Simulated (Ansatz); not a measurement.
## Magnetic states of Eu

```xyz
1
Lattice="-2.2755 2.2755 2.2755 2.2755 -2.2755 2.2755 2.2755 2.2755 -2.2755" Properties=species:S:1:pos:R:3 pbc="T T T"
Eu    0.0000    0.0000    0.0000
```

Structure: COD 9008534, as refined from experiment and not relaxed.

Semilocal functionals without a Hubbard term describe localised f shells poorly; where the shell is localised, the real material differs.

Other magnetic orders may lie lower; this is the state that the run reached.

The calculation used DFT, PBE, all-electron LAPW, scalar-relativistic (Ansatz 0.2.0).

Numerical set-up: a Γ-centred 11×11×11 k mesh, Fermi–Dirac smearing of 0.03 eV, basis error target 0.5 meV/atom. PBE unless a row says otherwise.

Energies are extrapolated to zero smearing; site moments are those inside atomic spheres.

The runs: ferromagnetic start; no spin polarisation; spin-orbit coupling on.

Question: Which of the states with an energy lies lowest?

Answer: The row "ferromagnetic start", by 7438 meV/atom under the next. Orders that need a larger cell weren't tried.

Question: Tabulate energies, moments and gaps of the runs.

Answer: 
| run | E − E(first) (meV/atom) | spin moment Eu (μB) | cell spin moment (μB) | gap (eV) | P (GPa) |
| --- | --- | --- | --- | --- | --- |
| ferromagnetic start | 0 | 7.13 | 7.28 | none | -1.2 |
| no spin polarisation | 7438 | 0 | 0 | none | -4.5 |
| spin-orbit coupling on | – | – | 7.27 | none | -1.4 |
